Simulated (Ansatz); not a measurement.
# In: the cost of one run

Computed with Ansatz 0.2.0 (DFT PBE, scalar-relativistic, plane waves, PAW, unless a step's input says otherwise).

### Step 1. Starting point

It takes space group I4/mmm (No. 139, tetragonal). The conventional cell has a = 3.389 Å, b = 3.389 Å, c = 4.595 Å, α = 90.00°, β = 90.00°, γ = 90.00°. In (site symmetry 4/mmm) has 12 In at 3.32 to 3.39 Å in its first shell of neighbours.

Coordinates:

```cif
data_structure
_symmetry_space_group_name_H-M 'I4/mmm'
_symmetry_Int_Tables_number 139
_cell_length_a 3.3894
_cell_length_b 3.3894
_cell_length_c 4.5947
_cell_angle_alpha 90.000
_cell_angle_beta 90.000
_cell_angle_gamma 90.000
_cell_volume 52.79
loop_
_atom_site_label
_atom_site_type_symbol
_atom_site_symmetry_multiplicity
_atom_site_Wyckoff_symbol
_atom_site_fract_x
_atom_site_fract_y
_atom_site_fract_z
_atom_site_occupancy
In1 In 2 a 0.00000 0.00000 0.00000 1
```

The structure rests on an entry of the Materials Project (structure only); cell or positions may have been set otherwise for this series.

### Step 2. Relaxing cell and atoms: In, no spin

Contents of input.yaml:

```yaml
crystal:
  lattice:
    - [-1.6947072674, 1.6947072674, 2.2973723912]
    - [1.6947072674, -1.6947072674, 2.2973723912]
    - [1.6947072674, 1.6947072674, -2.2973723912]
  atoms:
    - { symbol: In, position: [0.0, 0.0, 0.0] }
scf:
  occupations: { method: gaussian, width: 0.1 }
output:
  forces: true
  stress: true
  eigenvalues: true
  write_density: true
  write_potential: true
  elf: true
  volumetric_format: npy
kpoints:
  mp_grid: { grid: [54, 54, 54] }
hamiltonian:
  xc: pbe
relax:
  f_tol: 0.003
  max_steps: 60
  cell: { stress_tol: 0.01 }
```

The run is started by

```
$ ansatz run input.yaml --threads 8 --pin off --max-ram 24576MiB --backend cpu --events-out ev --progress --plain --runs-dir out
```

What time and memory should one allow on 8 threads of Intel Xeon at 2.50GHz (Skylake/Cascade Lake), shared host?

About 8.1 min, with a peak of 3.8 GiB.
